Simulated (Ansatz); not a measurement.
MnO:

```xyz
2
Lattice="0.0000 2.2239 2.2239 2.2239 0.0000 2.2239 2.2239 2.2239 0.0000" Properties=species:S:1:pos:R:3 pbc="T T T"
Mn    0.0000    0.0000    0.0000
O     2.2239    2.2239    2.2239
```

The cell is a database's computed one.

* Program: Ansatz 0.2.0
* Task: relaxation of cell and atoms
* Functional: PBEsol
* Dispersion: D3(BJ)
* Potentials or basis: Ansatz PAW
* Cutoff: 420 eV (not typed: the program's choice for these potentials)
* k mesh: 10 × 10 × 10
* Occupations: fermi-dirac, width 0.05 eV
* Spin: collinear spin, ferromagnetic start
* Starting moments: [4.0, 0.0] μB

At the start: volume 11.00 Å³/atom.

Task: Where does the relaxation end?

Result: It ends after 9 steps and the volume is 11.03 Å³/atom (+0.3 %); space group Fm-3m (No. 225, to 0.05 Å); moment 4.77 μB per cell.

Step by step:
| step | energy change (eV) | largest force (eV/Å) | volume (Å³) |
| --- | --- | --- | --- |
| 1 | 0.0000 | 0.0000 | 22.00 |
| 2 | -0.0059 | 0.0000 | 22.39 |
| 3 | -0.0104 | 0.0000 | 22.34 |
| 4 | -0.0306 | 0.0000 | 22.06 |
| 5 | -0.0306 | 0.0000 | 22.07 |
| 6 | -0.0308 | 0.0000 | 22.07 |
| 7 | -0.0308 | 0.0000 | 22.07 |
| 8 | -0.0308 | 0.0000 | 22.07 |
| 9 | -0.0310 | 0.0000 | 22.07 |

Final structure:
```xyz
2
Lattice="0.0000 2.2262 2.2262 2.2262 0.0000 2.2262 2.2262 2.2262 0.0000" Properties=species:S:1:pos:R:3 pbc="T T T"
Mn    0.0000    0.0000    0.0000
O     2.2262    2.2262    2.2262
```

Caveat: the plane-wave basis is chosen anew once the cell has moved, so the energies of steps on either side of that aren't comparable; the pressure holds a Pulay correction of +0.6 GPa for the finite cutoff; a cell with one magnetic atom can't hold antiferromagnetic order, which such compounds often take; pairwise dispersion overbinds metals, which lowers pressure and volume; the PAW data sets come from PBE, with cores solved anew for the run's functional, which leaves a small shift of forces and pressure.
